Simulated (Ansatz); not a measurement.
# SiC: pulling the crystal apart

The task, for SiC: open the crystal across a (0 0 1) plane.

Computed with Ansatz 0.2.0 (DFT PBE, scalar-relativistic, plane waves, PAW, unless a step's input says otherwise).

## 1. The structure to begin with

Symmetry: P6_3mc, No. 186, hexagonal system. Conventional cell: a = 3.076 Å, b = 3.076 Å, c = 5.048 Å, α = 90.00°, β = 90.00°, γ = 120.00°. Si (site symmetry 3m) is surrounded by 4 C at 1.87 to 1.94 Å. C (site symmetry 3m) has 4 Si at 1.87 to 1.94 Å in its first shell of neighbours.

As a file:

```cif
data_structure
_symmetry_space_group_name_H-M 'P6_3mc'
_symmetry_Int_Tables_number 186
_cell_length_a 3.0760
_cell_length_b 3.0760
_cell_length_c 5.0480
_cell_angle_alpha 90.000
_cell_angle_beta 90.000
_cell_angle_gamma 120.000
_cell_volume 41.36
loop_
_atom_site_label
_atom_site_type_symbol
_atom_site_symmetry_multiplicity
_atom_site_Wyckoff_symbol
_atom_site_fract_x
_atom_site_fract_y
_atom_site_fract_z
_atom_site_occupancy
Si1 Si 2 b 0.33333 0.66667 0.00000 1
C1 C 2 b 0.33333 0.66667 0.61500 1
```

No relaxation comes first: the listed cell is the starting point.

## 2. The undisturbed cell

input.yaml

```yaml
crystal:
  lattice:
    - [-3.0759982064, 0.0, 0.0]
    - [-1.5379991032, -2.6638925888, 0.0]
    - [0.0, 0.0, 10.096]
  atoms:
    - { symbol: Si, position: [0.3333333333, 0.3333333333, 0.0] }
    - { symbol: Si, position: [0.3333333333, 0.3333333333, 0.5] }
    - { symbol: Si, position: [0.6666666667, 0.6666666667, 0.25] }
    - { symbol: Si, position: [0.6666666667, 0.6666666667, 0.75] }
    - { symbol: C, position: [0.3333333333, 0.3333333333, 0.1925] }
    - { symbol: C, position: [0.3333333333, 0.3333333333, 0.6925] }
    - { symbol: C, position: [0.6666666667, 0.6666666667, 0.4425] }
    - { symbol: C, position: [0.6666666667, 0.6666666667, 0.9425] }
basis:
  ecutwfc: 420
kpoints:
  mp_grid: { grid: [10, 10, 3] }
hamiltonian:
  xc: pbe
scf:
  occupations: { method: gaussian, width: 0.05 }
output:
  forces: true
  stress: true
  eigenvalues: true
```

Run with:

```sh
$ ansatz run input.yaml --threads 2 --pin off --max-ram 5120MiB --backend cpu --events-out ev --progress --plain --runs-dir out
```

Further runs follow: point d = 1.00 Å; point d = 3.00 Å; At d = 0.50 Å; d = 2.00 Å; point d = 6.00 Å; point d = -0.30 Å; d = 0.25 Å; d = 1.50 Å; point d = 4.50 Å; point d = 0.75 Å; At d = -0.15 Å.

Q: Predict the outcome of this session. Wanted: largest traction sampled.

As calculated:

| quantity | value |
| --- | --- |
| energy at d = 6.00 Å | 7.82 J/m² |
| largest traction sampled | 49.1 GPa at d = 0.50 Å |

At the widest gap the traction has died away, so 7.82 J/m² is the unrelaxed work of separation, the sum of the two faces' energies. The traction peaks at 49.1 GPa near 0.50 Å, an estimate of the ideal strength of rigid blocks on this coarse sampling. The gap on the mesh, 2.48 eV at the start, reads zero at d = 3.00. Layers here are held mostly by dispersion, which this level lacks, so their spacing and the stiffness across them are unreliable there.
